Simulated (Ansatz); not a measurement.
The system is Si2Mo.

```
CELL_PARAMETERS angstrom
-1.60000 1.60000 3.93050
1.60000 -1.60000 3.93050
1.60000 1.60000 -3.93050
ATOMIC_POSITIONS crystal
Mo 0.00000 0.00000 0.00000
Si 0.66700 0.66700 0.00000
Si 0.33300 0.33300 0.00000
```

- Program: Ansatz 0.2.0
- Task: relaxation of cell and atoms
- Functional: PBE
- Potentials or basis: Ansatz PAW
- Cutoff: 420 eV (not typed: the program's choice for these potentials)
- k mesh: 12 × 12 × 12
- Occupations: fermi-dirac, width 0.05 eV
- Spin: no spin polarisation

At the start: volume 13.42 Å³/atom.

**Question.** Where does the relaxation end?

**Answer.** It ends after 5 steps and the volume is 13.58 Å³/atom (+1.2 %); space group I4/mmm (No. 139, to 0.05 Å).

Step by step:
| step | energy change (eV) | largest force (eV/Å) | volume (Å³) |
| --- | --- | --- | --- |
| 1 | 0.0000 | 0.2792 | 40.25 |
| 2 | -0.0074 | 0.0836 | 40.81 |
| 3 | -0.0081 | 0.0195 | 40.76 |
| 4 | -0.0082 | 0.0003 | 40.74 |
| 5 | -0.0083 | 0.0003 | 40.74 |

Final structure:
```
Mo Si
1.0
    -1.60838    1.60838    3.93674
     1.60838   -1.60838    3.93674
     1.60838    1.60838   -3.93674
Mo Si
1 2
Direct
  0.00000 0.00000 0.00000
  0.66491 0.66491 0.00000
  0.33509 0.33509 0.00000
```

Caveat: the plane-wave basis is chosen anew once the cell has moved, so the energies of steps on either side of that aren't comparable.
